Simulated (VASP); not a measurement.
Write the native input for VASP 6.6.1 that does the following.

```
Task                               : band structure
Functional                         : HSE06
Potentials or basis                : VASP PAW PBE potentials, release 64 (Al, N)
Cutoff                             : 520 eV
k mesh                             : 6 × 6 × 4
Occupations                        : gaussian, width 0.02 eV
Spin                               : no spin polarisation
Grid for exact exchange (PRECFOCK) : Fast
Screening parameter                : 0.2 1/A
Further INCAR settings             : ALGO = Normal; EDIFF = 1e-06
```

AlN:

```xyz
4
Lattice="3.3008 0.0000 0.0000 -1.6504 2.8586 0.0000 0.0000 0.0000 4.1384" Properties=species:S:1:pos:R:3 pbc="T T T"
Al    0.0000    1.9057    3.1038
Al    1.6504    0.9528    1.0346
N     0.0000    1.9057    1.0346
N     1.6504    0.9528    3.1038
```

Measurements of this composition are mostly on another form, of space group No. 186.

These files were run (other wordings do the same):

POSCAR

```
AlN
1.0
    3.3007800000      0.0000000000      0.0000000000
   -1.6503900000      2.8585600000      0.0000000000
    0.0000000000      0.0000000000      4.1384300000
Al N
2 2
Direct
    0.3333300000      0.6666700000      0.7500000000
    0.6666700000      0.3333300000      0.2500000000
    0.3333300000      0.6666700000      0.2500000000
    0.6666700000      0.3333300000      0.7500000000
```

INCAR.step1

```
SYSTEM = AlN
ALGO     = Normal         ! electronic algorithm
EDIFF    = 1E-5           ! SCF threshold, eV
ENCUT    = 520            ! plane-wave cutoff, eV
GGA      = PE             ! functional
ISIF     = 2              ! what is computed and relaxed
ISMEAR   = 0              ! smearing method
LASPH    = .True.         ! aspherical terms in the spheres
LCHARG   = .False.        ! write CHGCAR
LREAL    = .False.        ! projectors in reciprocal space
LWAVE    = .True.         ! write WAVECAR
NELM     = 80             ! most SCF steps
PREC     = Accurate       ! precision mode
SIGMA    = 0.02           ! smearing width, eV
```

INCAR.step2

```
SYSTEM = AlN
ALGO     = Normal         ! electronic algorithm
EDIFF    = 1E-6           ! SCF threshold, eV
ENCUT    = 520            ! plane-wave cutoff, eV
GGA      = PE             ! functional
HFSCREEN = 0.2            ! screening, 1/A
ISIF     = 2              ! what is computed and relaxed
ISMEAR   = 0              ! smearing method
ISTART   = 1            
LASPH    = .True.         ! aspherical terms in the spheres
LCHARG   = .False.        ! write CHGCAR
LHFCALC  = .True.         ! exact exchange
LREAL    = .False.        ! projectors in reciprocal space
LWAVE    = .False.        ! write WAVECAR
NELM     = 80             ! most SCF steps
PREC     = Accurate       ! precision mode
PRECFOCK = Fast         
SIGMA    = 0.02           ! smearing width, eV
```

KPOINTS

```
k-points
0
Gamma
  6 6 4
  0 0 0
```

KPOINTS_OPT

```
path GMKGALHA,LM,KH
12
line-mode
reciprocal
 0.0000000000  0.0000000000  0.0000000000  G
 0.5000000000  0.0000000000  0.0000000000  M

 0.5000000000  0.0000000000  0.0000000000  M
 0.3333333333  0.3333333333  0.0000000000  K

 0.3333333333  0.3333333333  0.0000000000  K
 0.0000000000  0.0000000000  0.0000000000  G

 0.0000000000  0.0000000000  0.0000000000  G
 0.0000000000  0.0000000000  0.5000000000  A

 0.0000000000  0.0000000000  0.5000000000  A
 0.5000000000  0.0000000000  0.5000000000  L

 0.5000000000  0.0000000000  0.5000000000  L
 0.3333333333  0.3333333333  0.5000000000  H

 0.3333333333  0.3333333333  0.5000000000  H
 0.0000000000  0.0000000000  0.5000000000  A

 0.5000000000  0.0000000000  0.5000000000  L
 0.5000000000  0.0000000000  0.0000000000  M

 0.3333333333  0.3333333333  0.0000000000  K
 0.3333333333  0.3333333333  0.5000000000  H
```

Potentials or basis: VASP PAW PBE potentials, release 64 (Al, N).

Run with:

```console
$ cat potpaw_PBE.64/Al/POTCAR potpaw_PBE.64/N/POTCAR > POTCAR
$ cp INCAR.step1 INCAR
$ mpirun -np 1 vasp_std > vasp.out
$ cp INCAR.step2 INCAR
$ mpirun -np 1 vasp_std > vasp.out
```

It gave:

```json
{
 "Pressure": "-2.1 GPa",
 "Band gap on the k mesh": "4.73 eV, direct",
 "Band gap along the path": "4.73 eV, direct"
}
```

Caveat: the PAW data sets were made with another functional, which shifts forces and pressure a little.

Wall time 31 min on 1 thread of AMD EPYC 9R14 (Zen 4), with other jobs on the host, peak memory 0.29 GiB.
